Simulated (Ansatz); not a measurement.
# Cu2O: the cost of one run

Computed with Ansatz 0.2.0 (DFT PBE0, scalar-relativistic, plane waves, PAW, unless a step's input says otherwise).

## Step 1: The structure to begin with

Symmetry: Pn-3m, No. 224, cubic system. Conventional cell: a = 4.269 Å, b = 4.269 Å, c = 4.269 Å, α = 90.00°, β = 90.00°, γ = 90.00°. Cu (site symmetry -3m) is surrounded by 2 O at 1.85 Å. Around O (site symmetry -43m) lie 4 Cu at 1.85 Å.

As a file:

```
Cu O
1.0
     4.26850    0.00000    0.00000
     0.00000    4.26850    0.00000
     0.00000    0.00000    4.26850
Cu O
4 2
Direct
  0.25000 0.25000 0.25000
  0.25000 0.75000 0.75000
  0.75000 0.75000 0.25000
  0.75000 0.25000 0.75000
  0.00000 0.00000 0.00000
  0.50000 0.50000 0.50000
```

The structure rests on an entry of the Crystallography Open Database; cell or positions may have been set otherwise for this series.

## Step 2: Single point: Cu2O, no spin

The input, input.yaml:

```yaml
crystal:
  lattice:
    - [4.2685, 0.0, 0.0]
    - [0.0, 4.2685, 0.0]
    - [0.0, 0.0, 4.2685]
  atoms:
    - { symbol: Cu, position: [0.25, 0.25, 0.25] }
    - { symbol: Cu, position: [0.25, 0.75, 0.75] }
    - { symbol: Cu, position: [0.75, 0.75, 0.25] }
    - { symbol: Cu, position: [0.75, 0.25, 0.75] }
    - { symbol: O, position: [0.0, 0.0, 0.0] }
    - { symbol: O, position: [0.5, 0.5, 0.5] }
scf:
  occupations: { method: fixed }
output:
  forces: false
  stress: false
  eigenvalues: true
  eigenstates:
    kpoints:
      - [0, 0, 0]
      - [0.03, 0.0, 0.0]
      - [0.06, 0.0, 0.0]
      - [0.03, 0.03, 0.0]
      - [0.06, 0.06, 0.0]
      - [0.03, 0.03, 0.03]
      - [0.06, 0.06, 0.06]
    e_range: [-3, 5]
  write_density: true
  write_potential: true
  elf: true
  volumetric_format: npy
kpoints:
  mp_grid: { grid: [6, 6, 6] }
hamiltonian:
  xc: pbe0
```

Run with:

```console
$ ansatz run input.yaml --threads 8 --pin off --max-ram 24576MiB --backend cpu --events-out ev --progress --plain --runs-dir out
```

**Question.** How long does this run take on 8 threads of Intel Xeon Platinum 8375C at 2.90GHz (Ice Lake), shared host, and how much memory does it need?

About 1.9 min, with a peak of 3.6 GiB.
